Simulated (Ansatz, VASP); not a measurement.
## TiO2 in VASP and in Ansatz

The input INCAR:

```
SYSTEM = TiO2
PREC = Accurate ; ENCUT = 520
EDIFF = 1E-6 ; ISMEAR = 0
SIGMA = 0.05 ; LREAL = .FALSE.
LASPH = .TRUE. ; NELM = 60
ALGO = Normal ; ISIF = 2
LWAVE = .FALSE. ; LCHARG = .FALSE.
GGA = PE ; NBANDS = 33
```

The input KPOINTS:

```
regular mesh
0
G
  6 6 10
  0 0 0
```

File POSCAR:

```
TiO2
1.0
    4.3184000000      0.0000000000      0.0000000000
    0.0000000000      4.3184000000      0.0000000000
    0.0000000000      0.0000000000      2.9638636879
Ti O
2 4
Direct
    0.0000000000      0.0000000000      0.0000000000
    0.5000000000      0.5000000000      0.5000000000
    0.3050970583      0.3050970583      0.0000000000
    0.1949029417      0.8050970583      0.5000000000
    0.6949029417      0.6949029417      0.0000000000
    0.8050970583      0.1949029417      0.5000000000
```

Input for Ansatz:

```yaml
crystal:
  lattice:
    - [4.3184, 0.0, 0.0]
    - [0.0, 4.3184, 0.0]
    - [0.0, 0.0, 2.9638636879]
  atoms:
    - { symbol: Ti, position: [0.0, 0.0, 0.0] }
    - { symbol: Ti, position: [0.5, 0.5, 0.5] }
    - { symbol: O, position: [0.3050970583, 0.3050970583, 0.0] }
    - { symbol: O, position: [0.1949029417, 0.8050970583, 0.5] }
    - { symbol: O, position: [0.6949029417, 0.6949029417, 0.0] }
    - { symbol: O, position: [0.8050970583, 0.1949029417, 0.5] }
basis:
  ecutwfc: 520.0
kpoints:
  mp_grid: { grid: [6, 6, 10] }
hamiltonian:
  xc: pbe
  pseudopotentials: { kind: paw, azcp: { folder: soft_1 } }
scf:
  occupations: { method: gaussian, width: 0.05 }
output:
  forces: true
  stress: true
  eigenvalues: true
```

Alike in both runs: task single point; functional PBE; k mesh 6 × 6 × 10; occupations gaussian, width 0.05 eV; no spin polarisation.

|  | VASP | Ansatz |
| --- | --- | --- |
| version | VASP 6.6.1 | Ansatz 0.2.0 |
| potentials or method | VASP PAW PBE potentials, release 64 (Ti_sv, O) | scalar-relativistic, plane waves, PAW |
| plane-wave cutoff (eV) | 520 | 520 |
| valence electrons in the cell | 48 | 48 |

VASP gave:

* gap on the k mesh at the Fermi level (eV): 2.12
* least direct gap on the mesh (eV): 2.12
* rms of the force components (eV/Å): 0.168

Q: Estimate Ansatz's values.

A: gap on the k mesh at the Fermi level (eV): 2.16; least direct gap on the mesh (eV): 2.16; rms of the force components (eV/Å): 0.165.

Atom by atom the forces differ by 0.004 eV/Å (rms over components).

 A k mesh can miss the band edges.
